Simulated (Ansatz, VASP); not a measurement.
## One calculation of WC, two programs

The input INCAR:

```
SYSTEM = WC
PREC = Accurate
ENCUT = 520
EDIFF = 1E-7
ISMEAR = 0
SIGMA = 0.15
LREAL = .FALSE.
LASPH = .TRUE.
NELM = 80
ALGO = Normal
ISIF = 2
LWAVE = .FALSE.
LCHARG = .FALSE.
GGA = PS
NBANDS = 16
```

File KPOINTS:

```
Automatic mesh
0
G
  18 18 16
  0 0 0
```

Contents of POSCAR:

```
WC
1.0
    2.9005014360      0.0000000000      0.0000000000
   -1.4502507180      2.5119079273      0.0000000000
    0.0000000000      0.0000000000      2.8290000000
W C
1 1
Direct
    0.0000000000      0.0000000000      0.0000000000
    0.6666666667      0.3333333333      0.5000000000
```

Input for Ansatz:

```yaml
crystal:
  lattice:
    - [2.900501436, 0.0, 0.0]
    - [-1.450250718, 2.5119079273, 0.0]
    - [0.0, 0.0, 2.829]
  atoms:
    - { symbol: W, position: [0.0, 0.0, 0.0] }
    - { symbol: C, position: [0.6666666667, 0.3333333333, 0.5] }
basis:
  ecutwfc: 420
kpoints:
  mp_grid: { grid: [18, 18, 16] }
hamiltonian:
  xc: pbesol
scf:
  occupations: { method: gaussian, width: 0.15 }
output:
  forces: true
  stress: true
  eigenvalues: true
```

Alike in both runs: task single point; functional PBEsol; k mesh 18 × 18 × 16; occupations gaussian, width 0.15 eV; no spin polarisation.

```csv
,VASP,Ansatz
version,VASP 6.6.1,Ansatz 0.2.0
potentials or method,"VASP PAW PBE potentials, release 64 (W_sv, C)","scalar-relativistic, plane waves, PAW"
plane-wave cutoff (eV),520,420
valence electrons in the cell,18,18
```

Ansatz gave:

| Quantity | Value |
| --- | --- |
| gap on the k mesh at the Fermi level (eV) | none |
| pressure (GPa) | -0.7 |
| largest component of the traceless stress (GPa) | 0.01 |

Task: Estimate VASP's values.

Result: gap on the k mesh at the Fermi level (eV): none; pressure (GPa): 0.5; largest component of the traceless stress (GPa): 0.22.

A gap of «none» marks a metal or a gap that the smearing closes.

Caveats: the PAW data sets were made with another functional, which shifts forces and pressure a little (VASP). The runs have no spin-orbit coupling, so splittings on W are missing.
